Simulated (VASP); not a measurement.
# Hg in VASP: further runs

The runs below take Hg through work function, with PBE.

Everything below comes from runs of VASP 6.6.1. Logs are shortened: lines on timing, memory, paths and dates and some standing lists are left out, and cuts for length are marked.

### Step 1. The structure

The cell holds a slab with vacuum, 4 atoms: a = 3.606 Å, b = 3.606 Å, c = 23.444 Å, α = 90.00°, β = 90.00°, γ = 60.06°.

The slab is cut from a database's or a generator's crystal, which needn't be the stable form of the element.

### Step 2. Work function, PBE

The input, INCAR:

```
PREC = Accurate
ENCUT = 520
EDIFF = 1E-6
ISMEAR = -1
SIGMA = 0.05
LREAL = False
LASPH = True
NELM = 60
ALGO = Normal
ISIF = 2
LWAVE = False
LCHARG = False
LDIPOL = True
IDIPOL = 3
DIPOL = 0.5 0.5 0.500
GGA = PE
EFIELD = 0
LVHAR = True
LVACPOTAV = True
```

The input, KPOINTS:

```
regular mesh
0
Gamma
  9 9 1
```

The input, POSCAR:

```
Hg
1.0
    3.6057960290      0.0000000000      0.0000000000
    1.7995193020      3.1246592269      0.0000000000
    0.0000000000      0.0000000000     23.4440744872
Hg
4
Direct
    0.3343437984      0.3343437984      0.3199102615
    0.6692523297      0.6692523297      0.4410345604
    0.3337790654      0.3337790654      0.5589654396
    0.6686875968      0.6686875968      0.6800897385
```

Potentials or basis: VASP PAW PBE potentials, release 64 (Hg).

Run with:

```
$ cat potpaw_PBE.64/Hg/POTCAR > POTCAR
$ mpirun -np 1 vasp_std > vasp.out
```

OUTCAR:

```text
PREC = Accurate
   ENCUT = 520
   EDIFF = 1E-6
   ISMEAR = -1
   LREAL = False
   LASPH = True
   NELM = 60
   ISIF = 2
   GGA = PE

 ion  position               nearest neighbor table
   1  0.334  0.334  0.320-   2 3.52   2 3.52   2 3.53
   2  0.669  0.669  0.441-   3 3.46   3 3.46   3 3.47   1 3.52   1 3.52   1 3.53
   3  0.334  0.334  0.559-   2 3.46   2 3.46   2 3.47   4 3.52   4 3.52   4 3.53
   4  0.669  0.669  0.680-   3 3.52   3 3.52   3 3.53

  LATTYP: Found a base centered orthorhombic cell.
 ALAT       =     3.6091731600
 B/A-ratio  =     1.7298895459
 C/A-ratio  =     6.4956912423

  Lattice vectors:

 A1 = (  -1.7995193020,  -3.1246592269,   0.0000000000)
 A2 = (   3.6057960290,   0.0000000000,   0.0000000000)
 A3 = (   0.0000000000,   0.0000000000,  23.4440744872)

Analysis of symmetry for initial positions (statically):
=====================================================================
 Subroutine PRICEL returns:
 Original cell was already a primitive cell.

 Routine SETGRP: Setting up the symmetry group for a
 base centered orthorhombic supercell.

 Subroutine GETGRP returns: Found  4 space group operations
 (whereof  2 operations were pure point group operations)
 out of a pool of  8 trial point group operations.

The static configuration has the point symmetry C_1h.
 The point group associated with its full space group is C_2h.

Analysis of symmetry for dynamics (positions and initial velocities):
=====================================================================
 Subroutine PRICEL returns:
 Original cell was already a primitive cell.

 Routine SETGRP: Setting up the symmetry group for a
 base centered orthorhombic supercell.

 Subroutine GETGRP returns: Found  4 space group operations
 (whereof  2 operations were pure point group operations)
 out of a pool of  8 trial point group operations.

The dynamic configuration has the point symmetry C_1h.
 The point group associated with its full space group is C_2h.

 Subroutine INISYM returns: Found  4 space group operations
 (whereof  2 operations are pure point group operations),
 and found     1 'primitive' translations

----------------------------------------------------------------------------------------

                                     Primitive cell

  volume of cell :     264.1417

  direct lattice vectors                    reciprocal lattice vectors
     3.605796029  0.000000000  0.000000000     0.277331272 -0.159717570  0.000000000
     1.799519302  3.124659227  0.000000000     0.000000000  0.320034899  0.000000000
[... 96 lines left out ...]
   POTIM  = 0.5000    time-step for ionic-motion
   TEBEG  =    0.0;   TEEND  =   0.0 temperature during run
   PSTRESS=    0.0 pullay stress
   NELECT =      48.0000    total number of electrons
   NUPDOWN=      -1.0000    fix difference up-down
   EMIN   =  10.00;   EMAX   =-10.00  energy-range for DOS
   EFERMI =   0.00;   METHOD = LEGACY
   ISMEAR =    -1;   SIGMA  =   0.05  broadening in eV -4-tet -1-fermi 0-gaus
   EFERMI_NEDOS =   21; number of points for ismear=-14 and -15
   IALGO  =     38    algorithm
   IMIX   =      4    mixing-type and parameters
     AMIX     =   0.40;   BMIX     =  1.00
     AMIX_MAG =   1.60;   BMIX_MAG =  1.00
  volume/ion in A,a.u.               =      66.04       445.63
  Fermi-wavevector in a.u.,A,eV,Ry     =   0.927277  1.752300 11.698876  0.859843
  Thomas-Fermi vector in A             =   2.053330
   LORBIT       =      0    0 simple, 1 ext, 2 COOP (PROOUT), +10 PAW based schemes
   GGA     = PE    functional components
   LHFCALC =     F    Hartree Fock is set to
   AEXX    =    0.0000 exact exchange contribution
   IVDW    =     0    specifies the selected vdW correction
   LEPSILON=     F    determine dielectric tensor
   LRPA    =     F    only Hartree local field effects (RPA)
 non-spin polarized calculation
  energy-cutoff  :      520.00
  volume of cell :      264.14
 maximum number of plane-waves:      7139
   NGX = 13   NGY = 13   NGZ = 87

 dipolmoment           0.000000      0.000000     -0.000000 electrons x Angstroem

 number of electron      48.0000003 magnetization

 dipolmoment           0.000000      0.000000      0.000000 electrons x Angstroem

 Free energy of the ion-electron system (eV)
  ---------------------------------------------------
  ext. energy  EPLUGINS =         0.00000000
  ---------------------------------------------------
  free energy    TOTEN  =        -0.66098370 eV

  energy without entropy =       -0.66098349  energy(sigma->0) =       -0.66098360

 E-fermi :  -2.1306     XC(G=0):  -4.9571

 val. band max:       -2.8813303248   @ k =   0.4444   0.3333   0.0000
 cond. band min:      -1.5109647655   @ k =   0.0000   0.0000   0.0000
 fundamental gap:      1.3703655593
 Fermi energy:        -2.1306302316

 k-point     1 :       0.0000    0.0000    0.0000
  band No.  band energies     occupation
      1      -8.5706      2.00000
      2      -8.4809      2.00000
      3      -8.2879      2.00000
      4      -8.1769      2.00000
      5      -8.0932      2.00000
      6      -8.0897      2.00000
[... 733 lines left out ...]
     27      -0.2646      0.00000
     28       0.9141      0.00000

 [... further k-points ...]

------------------------ aborting loop because EDIFF is reached ----------------------------------------

  FORCE on cell =-STRESS in cart. coord.  units (eV):
  Direction    XX          YY          ZZ          XY          YZ          ZX
  --------------------------------------------------------------------------------------
  -------------------------------------------------------------------------------------
  Total       -0.0578714     -0.0579216     -0.0439719      0.0000435      0.0000697      0.0001205
  in kB       -0.3510248     -0.3513289     -0.2667159      0.0002640      0.0004225      0.0007310
  external PRESSURE =      -0.3230232 kB  Pullay stress =       0.0000000 kB

 VOLUME and BASIS-vectors are now :
 -----------------------------------------------------------------------------
  energy-cutoff  :      520.00
  volume of cell :      264.14
      direct lattice vectors                 reciprocal lattice vectors
     3.605796029  0.000000000  0.000000000     0.277331272 -0.159717570  0.000000000
     1.799519302  3.124659227  0.000000000     0.000000000  0.320034899  0.000000000
     0.000000000  0.000000000 23.444074487     0.000000000  0.000000000  0.042654702

 POSITION                                       TOTAL-FORCE (eV/Angst)
 -----------------------------------------------------------------------------------
      1.80723      1.04471      7.50000         0.000450      0.000260     -0.004120
      3.61752      2.09119     10.33965        -0.001496     -0.000865      0.008109
      1.80418      1.04295     13.10443         0.001496      0.000865     -0.008109
      3.61447      2.08942     15.94407        -0.000450     -0.000260      0.004120
 -----------------------------------------------------------------------------------
    total drift:                               -0.000000     -0.000000      0.000002

  FREE ENERGIE OF THE ION-ELECTRON SYSTEM (eV)
  ---------------------------------------------------
  free  energy   TOTEN  =        -0.6609837048 eV

  energy  without entropy=       -0.6609834907  energy(sigma->0) =       -0.66098360

 vacuum level on the upper side and lower side of the slab         2.417         2.417
```

OSZICAR:

```text
N       E                     dE             d eps       ncg     rms          rms(c)
DAV:   1     0.357947504814E+03    0.35795E+03   -0.20440E+04  1400   0.142E+03
DAV:   2     0.217058149679E+02   -0.33624E+03   -0.31617E+03  1616   0.339E+02
DAV:   3    -0.356251927665E+00   -0.22062E+02   -0.21504E+02  1532   0.845E+01
DAV:   4    -0.683049398949E+00   -0.32680E+00   -0.32660E+00  1516   0.992E+00
DAV:   5    -0.686692139762E+00   -0.36427E-02   -0.36423E-02  1552   0.100E+00    0.236E+00
DAV:   6    -0.660989664952E+00    0.25702E-01   -0.82660E-02  1488   0.267E+00    0.192E+00
DAV:   7    -0.660535088020E+00    0.45458E-03   -0.21064E-02  1500   0.107E+00    0.825E-01
DAV:   8    -0.660893662960E+00   -0.35857E-03   -0.30273E-03  1432   0.522E-01    0.796E-02
DAV:   9    -0.660929305689E+00   -0.35643E-04   -0.10768E-04  1536   0.916E-02    0.305E-02
DAV:  10    -0.660977527183E+00   -0.48221E-04   -0.49747E-05  1436   0.557E-02    0.448E-03
DAV:  11    -0.660979569142E+00   -0.20420E-05   -0.15110E-06  1060   0.946E-03    0.346E-03
DAV:  12    -0.660981431194E+00   -0.18621E-05   -0.15670E-07   816   0.300E-03    0.172E-03
DAV:  13    -0.660983053979E+00   -0.16228E-05   -0.13836E-07   840   0.267E-03    0.407E-04
DAV:  14    -0.660983704796E+00   -0.65082E-06   -0.41875E-08   828   0.105E-03
   1 F= -.66098370E+00 E0= -.66098360E+00  d E =-.214068E-06
```

stdout:

```text
POSCAR found type information on POSCAR Hg
 POSCAR found :  1 types and       4 ions
 scaLAPACK will be used
 LDA part: xc-table for (Slater+PW92), standard interpolation
 POSCAR, INCAR and KPOINTS ok, starting setup
 FFT: planning ... GRIDC
 FFT: planning ... GRID_SOFT
 FFT: planning ... GRID
 WAVECAR not read
 entering main loop
 -----------------------------------------------------------------------------
|                                                                             |
|           W    W    AA    RRRRR   N    N  II  N    N   GGGG   !!!           |
|           W    W   A  A   R    R  NN   N  II  NN   N  G    G  !!!           |
|           W    W  A    A  R    R  N N  N  II  N N  N  G       !!!           |
|           W WW W  AAAAAA  RRRRR   N  N N  II  N  N N  G  GGG   !            |
|           WW  WW  A    A  R   R   N   NN  II  N   NN  G    G                |
|           W    W  A    A  R    R  N    N  II  N    N   GGGG   !!!           |
|                                                                             |
|     Did not find any points to average over, which means that no vacuum     |
|     field-free region was found. Please increase the size of  your cell     |
|     in the dimension of the dipole correction to obtain accurate            |
|     workfunction values.                                                    |
|                                                                             |
 -----------------------------------------------------------------------------
```

Wall time 3.5 min (1 thread of Intel Xeon Platinum 8259CL at 2.50GHz (Skylake/Cascade Lake), shared host); peak memory 0.45 GiB.

Results:

| Quantity | Value |
| --- | --- |
| Free energy | -0.6610 eV |
| Largest force | 0.008 eV/Å |
| Band gap on the k mesh | 1.37 eV, indirect (least direct gap 1.80 eV) |
| Ionisation potential of the upper face | 5.30 eV |

Forces in eV/Å, atoms in the order of the input:
```
Hg   0.000  0.000 -0.004
Hg  -0.001 -0.001  0.008
Hg   0.001  0.001 -0.008
Hg   0.000  0.000  0.004
```

Caveat: spin-orbit coupling is left out, which moves the levels of the heavy elements.

### Step 3. Work function, PBE

Edit INCAR of step 2 so:

```diff
@@ -16,3 +16,3 @@
 GGA = PE
-EFIELD = 0
+EFIELD = 0.1
 LVHAR = True
```

KPOINTS is that of step 2.

POSCAR is that of step 2.

Potentials or basis: VASP PAW PBE potentials, release 64 (Hg).

Run with:

```
$ cat potpaw_PBE.64/Hg/POTCAR > POTCAR
$ mpirun -np 1 vasp_std > vasp.out
```

OUTCAR:

```text
PREC = Accurate
   ENCUT = 520
   EDIFF = 1E-6
   ISMEAR = -1
   LREAL = False
   LASPH = True
   NELM = 60
   ISIF = 2
   GGA = PE

 ion  position               nearest neighbor table
   1  0.334  0.334  0.320-   2 3.52   2 3.52   2 3.53
   2  0.669  0.669  0.441-   3 3.46   3 3.46   3 3.47   1 3.52   1 3.52   1 3.53
   3  0.334  0.334  0.559-   2 3.46   2 3.46   2 3.47   4 3.52   4 3.52   4 3.53
   4  0.669  0.669  0.680-   3 3.52   3 3.52   3 3.53

  LATTYP: Found a base centered orthorhombic cell.
 ALAT       =     3.6091731600
 B/A-ratio  =     1.7298895459
 C/A-ratio  =     6.4956912423

  Lattice vectors:

 A1 = (  -1.7995193020,  -3.1246592269,   0.0000000000)
[... 944 lines left out ...]
  -------------------------------------------------------------------------------------
  Total       -0.0573399     -0.0573933     -0.0481509      0.0000463      0.0000701      0.0001213
  in kB       -0.3478010     -0.3481246     -0.2920640      0.0002809      0.0004252      0.0007355
  external PRESSURE =      -0.3293299 kB  Pullay stress =       0.0000000 kB

 VOLUME and BASIS-vectors are now :
 -----------------------------------------------------------------------------
  energy-cutoff  :      520.00
  volume of cell :      264.14
      direct lattice vectors                 reciprocal lattice vectors
     3.605796029  0.000000000  0.000000000     0.277331272 -0.159717570  0.000000000
     1.799519302  3.124659227  0.000000000     0.000000000  0.320034899  0.000000000
     0.000000000  0.000000000 23.444074487     0.000000000  0.000000000  0.042654702

 POSITION                                       TOTAL-FORCE (eV/Angst)
 -----------------------------------------------------------------------------------
      1.80723      1.04471      7.50000         0.000427      0.000247     -0.004633
      3.61752      2.09119     10.33965        -0.001473     -0.000851      0.008486
      1.80418      1.04295     13.10443         0.001518      0.000878     -0.007736
      3.61447      2.08942     15.94407        -0.000473     -0.000273      0.003883
 -----------------------------------------------------------------------------------
    total drift:                               -0.000151     -0.000087     -0.000080

  FREE ENERGIE OF THE ION-ELECTRON SYSTEM (eV)
  ---------------------------------------------------
  free  energy   TOTEN  =        -0.6642568976 eV

  energy  without entropy=       -0.6642566793  energy(sigma->0) =       -0.66425679

 vacuum level on the upper side and lower side of the slab         1.924         2.905
```

It took 4 min on 1 thread of Intel Xeon Platinum 8259CL at 2.50GHz (Skylake/Cascade Lake), shared host; peak memory 0.44 GiB.

What came out:

- Free energy: -0.6643 eV
- Largest force: 0.009 eV/Å
- Band gap on the k mesh: 1.37 eV, indirect (least direct gap 1.79 eV)
- Ionisation potential of the upper face: 4.81 eV

Forces in eV/Å, atoms in the order of the input:
```
Hg   0.000  0.000 -0.005
Hg  -0.001 -0.001  0.008
Hg   0.002  0.001 -0.008
Hg   0.000  0.000  0.004
```

Caveat: spin-orbit coupling is left out, which moves the levels of the heavy elements. PBE gaps usually lie below the measured ones, often by a third to a half.

### Step 4. Work function, PBE

Edit INCAR of step 3 so:

```diff
@@ -16,3 +16,3 @@
 GGA = PE
-EFIELD = 0.1
+EFIELD = 0.3
 LVHAR = True
```

KPOINTS is that of step 3.

POSCAR is that of step 3.

Potentials or basis: VASP PAW PBE potentials, release 64 (Hg).

Run with:

```
$ cat potpaw_PBE.64/Hg/POTCAR > POTCAR
$ mpirun -np 1 vasp_std > vasp.out
```

OUTCAR:

```text
PREC = Accurate
   ENCUT = 520
   EDIFF = 1E-6
   ISMEAR = -1
   LREAL = False
   LASPH = True
   NELM = 60
   ISIF = 2
   GGA = PE

 ion  position               nearest neighbor table
   1  0.334  0.334  0.320-   2 3.52   2 3.52   2 3.53
   2  0.669  0.669  0.441-   3 3.46   3 3.46   3 3.47   1 3.52   1 3.52   1 3.53
   3  0.334  0.334  0.559-   2 3.46   2 3.46   2 3.47   4 3.52   4 3.52   4 3.53
   4  0.669  0.669  0.680-   3 3.52   3 3.52   3 3.53

[... 949 lines left out ...]
  FORCE on cell =-STRESS in cart. coord.  units (eV):
  Direction    XX          YY          ZZ          XY          YZ          ZX
  --------------------------------------------------------------------------------------
  -------------------------------------------------------------------------------------
  Total       -0.0491611     -0.0492385     -0.0789897      0.0000672      0.0000732      0.0001267
  in kB       -0.2981917     -0.2986610     -0.4791198      0.0004075      0.0004442      0.0007685
  external PRESSURE =      -0.3586575 kB  Pullay stress =       0.0000000 kB

 VOLUME and BASIS-vectors are now :
 -----------------------------------------------------------------------------
  energy-cutoff  :      520.00
  volume of cell :      264.14
      direct lattice vectors                 reciprocal lattice vectors
     3.605796029  0.000000000  0.000000000     0.277331272 -0.159717570  0.000000000
     1.799519302  3.124659227  0.000000000     0.000000000  0.320034899  0.000000000
     0.000000000  0.000000000 23.444074487     0.000000000  0.000000000  0.042654702

 POSITION                                       TOTAL-FORCE (eV/Angst)
 -----------------------------------------------------------------------------------
      1.80723      1.04471      7.50000         0.000419      0.000242     -0.006637
      3.61752      2.09119     10.33965        -0.001461     -0.000844      0.009138
      1.80418      1.04295     13.10443         0.001517      0.000877     -0.006796
      3.61447      2.08942     15.94407        -0.000475     -0.000275      0.004294
 -----------------------------------------------------------------------------------
    total drift:                               -0.000151     -0.000087     -0.000148

  FREE ENERGIE OF THE ION-ELECTRON SYSTEM (eV)
  ---------------------------------------------------
  free  energy   TOTEN  =        -0.6904439649 eV

  energy  without entropy=       -0.6904437099  energy(sigma->0) =       -0.69044384
```

OSZICAR:

```text
N       E                     dE             d eps       ncg     rms          rms(c)
DAV:   1     0.354604209324E+03    0.35460E+03   -0.20472E+04  1400   0.142E+03
DAV:   2     0.231732874266E+02   -0.33143E+03   -0.31156E+03  1556   0.339E+02
DAV:   3    -0.589578308494E+00   -0.23763E+02   -0.23166E+02  1564   0.872E+01
DAV:   4    -0.102233246157E+01   -0.43275E+00   -0.43128E+00  1512   0.113E+01
[... 12 lines left out ...]
DAV:  17    -0.690412809728E+00   -0.14571E-04   -0.19904E-06  1044   0.114E-02    0.193E-03
DAV:  18    -0.690430401884E+00   -0.17592E-04   -0.15707E-06  1052   0.924E-03    0.174E-03
DAV:  19    -0.690439174420E+00   -0.87725E-05   -0.59730E-07   972   0.812E-03    0.121E-03
DAV:  20    -0.690443083814E+00   -0.39094E-05   -0.18612E-07   868   0.369E-03    0.752E-04
DAV:  21    -0.690443964857E+00   -0.88104E-06   -0.69476E-08   828   0.299E-03
   1 F= -.69044396E+00 E0= -.69044384E+00  d E =-.255001E-06
```

It took 5.3 min on 1 thread of Intel Xeon Platinum 8259CL at 2.50GHz (Skylake/Cascade Lake), shared host; peak memory 0.45 GiB.

What came out:

| Item | Value |
| --- | --- |
| Free energy | -0.6904 eV |
| Largest force | 0.009 eV/Å |
| Band gap on the k mesh | 1.36 eV, indirect (least direct gap 1.77 eV) |

Forces on the atoms (eV/Å):
```
Hg   0.000  0.000 -0.007
Hg  -0.001 -0.001  0.009
Hg   0.002  0.001 -0.007
Hg   0.000  0.000  0.004
```

Levels at points of the mesh, in eV from the valence-band top:
```csv
k point,band 21,band 22,band 23,band 24,band 25,band 26,band 27,band 28
"(0.00, 0.00, 0.00)",-4.55,-4.55,-3.45,-1.77,1.36,3.30,4.42,5.58
```

Caveat: spin-orbit coupling is left out, which moves the levels of the heavy elements.
